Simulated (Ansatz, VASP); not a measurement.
# Two plane-wave programs on AgBr

File INCAR:

```
SYSTEM = AgBr
PREC     = Accurate       ! precision mode
ENCUT    = 600            ! plane-wave cutoff, eV
EDIFF    = 1E-7           ! SCF threshold, eV
ISMEAR   = -1             ! smearing method
SIGMA    = 0.02           ! smearing width, eV
LREAL    = .FALSE.        ! projectors in reciprocal space
LASPH    = .TRUE.         ! aspherical terms in the spheres
NELM     = 100            ! most SCF steps
ALGO     = Normal         ! electronic algorithm
ISIF     = 3              ! what is computed and relaxed
LWAVE    = .FALSE.        ! write WAVECAR
LCHARG   = .FALSE.        ! write CHGCAR
GGA      = PE             ! functional
IBRION   = 2              ! ionic algorithm
NSW      = 100            ! ionic steps
EDIFFG   = -0.005         ! ionic threshold
```

Contents of KPOINTS:

```
regular mesh
0
G
  8 8 8
  0 0 0
```

POSCAR

```
AgBr
1.0
    0.0000000000      2.8701500000      2.8701500000
    2.8701500000      0.0000000000      2.8701500000
    2.8701500000      2.8701500000      0.0000000000
Ag Br
1 1
Direct
    0.0000000000      0.0000000000      0.0000000000
    0.5000000000      0.5000000000      0.5000000000
```

Input for Ansatz:

```yaml
crystal:
  lattice:
    - [0.0, 2.87015, 2.87015]
    - [2.87015, 0.0, 2.87015]
    - [2.87015, 2.87015, 0.0]
  atoms:
    - { symbol: Ag, position: [0.0, 0.0, 0.0] }
    - { symbol: Br, position: [0.5, 0.5, 0.5] }
kpoints:
  mp_grid: { grid: [8, 8, 8] }
scf:
  occupations: { method: fermi_dirac, width: 0.02 }
hamiltonian:
  xc: pbe
  pseudopotentials: { kind: paw }
output:
  forces: true
  stress: true
  efg: { contact_densities: true }
relax:
  f_tol: 0.005
  max_steps: 80
  cell: {}
```

Alike in both runs: task relaxation of cell and atoms; functional PBE; k mesh 8 × 8 × 8; occupations fermi-dirac, width 0.02 eV; no spin polarisation.

|  | VASP | Ansatz |
| --- | --- | --- |
| version | VASP 6.6.1 | Ansatz 0.2.0 |
| potentials or method | VASP PAW PBE potentials, release 64 (Ag, Br) | PAW with Ansatz's default frozen-core files, scalar-relativistic |
| plane-wave cutoff (eV) | 600 | 420 |
| valence electrons in the cell | 18 | 26 |

Ansatz gave:

* relaxed volume (Å³/atom): 24.94
* relaxed cell length with the largest relative difference (Å): 4.132
* energy change over the relaxation (meV/atom): -9

Q: What did VASP give for the same quantities?

A: Relaxed volume (Å³/atom): 24.87; relaxed cell length with the largest relative difference (Å): 4.128; energy change over the relaxation (meV/atom): -8.

The two sets of potentials don't hold the same shells in valence. Ansatz warned: «gradients_without_spin_orbit».

A k mesh can miss the band edges. Zero-point motion and thermal expansion aren't in these numbers. PBE usually gives volumes a little too large and moduli too small.
